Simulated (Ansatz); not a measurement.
# What a trial cell of Se relaxes into

Level of theory: DFT PBE, scalar-relativistic, plane waves, PAW in Ansatz 0.2.0. Cutoff 420 eV, Γ-centred k mesh, Gaussian smearing, no spin polarisation in the final step.

The start puts Se on the sites of a reported C cell (R-3m, No. 166), at a guessed volume.

```
Se
1.0
     1.69638    0.97940   24.59515
    -1.69638    0.97940   24.59515
     0.00000   -1.95881   24.59515
Se
8
Direct
  0.23900 0.23900 0.23900
  0.76100 0.76100 0.76100
  0.09400 0.09400 0.09400
  0.90600 0.90600 0.90600
  0.03100 0.03100 0.03100
  0.96900 0.96900 0.96900
  0.36500 0.36500 0.36500
  0.63500 0.63500 0.63500
```

Cell and atoms relax at zero pressure; the relaxation can't lower the symmetry of the start. After a coarse first stage the cell is made exact in the group found at 0.06 Å.

Energies count from the standard state of Se at the same level.

Q: Which crystal results?

A: It keeps R-3m (No. 166), but not the shape of the type it started on. Conventional cell: a = 4.338 Å, c = 63.120 Å. Around Se on Wyckoff site c (2 atoms of the primitive cell) lie 3 Se at 2.59 Å; around Se on Wyckoff site c (2 atoms of the primitive cell) lie 3 Se at 2.59 Å; Se on Wyckoff site c (2 atoms of the primitive cell) has 3 Se at 2.59 Å; Se on Wyckoff site c (2 atoms of the primitive cell) is coordinated by 3 Se at 2.59 Å.

```xyz
8
Lattice="2.1688 1.2522 21.0399 -2.1688 1.2522 21.0399 0.0000 -2.5043 21.0399" Properties=species:S:1:pos:R:3 pbc="T T T"
Se    0.0000    0.0000   13.7800
Se    0.0000    0.0000   49.3396
Se    0.0000    0.0000    6.6137
Se    0.0000    0.0000   56.5059
Se    0.0000    0.0000    2.2161
Se    0.0000    0.0000   60.9035
Se    0.0000    0.0000   23.9064
Se    0.0000    0.0000   39.2132
```

Q: What are its volume, energy, density and gap?

A: The volume per atom is 42.9 Å³. The density is 3.1 g/cm³. The energy over the standard structure is 0.29 eV/atom and the gap on the 12×12×12 mesh is 0 eV (a metal).

The final run used a 12×12×12 mesh on its 8-atom cell and 0.10 eV smearing. For metals, differences of a few meV/atom aren't resolved. Weakly bound directions are ill-defined at this level, which has no dispersion term. Symmetry constrained the relaxation, so the result can be a saddle point. The steps took roughly 19 core-minutes in all.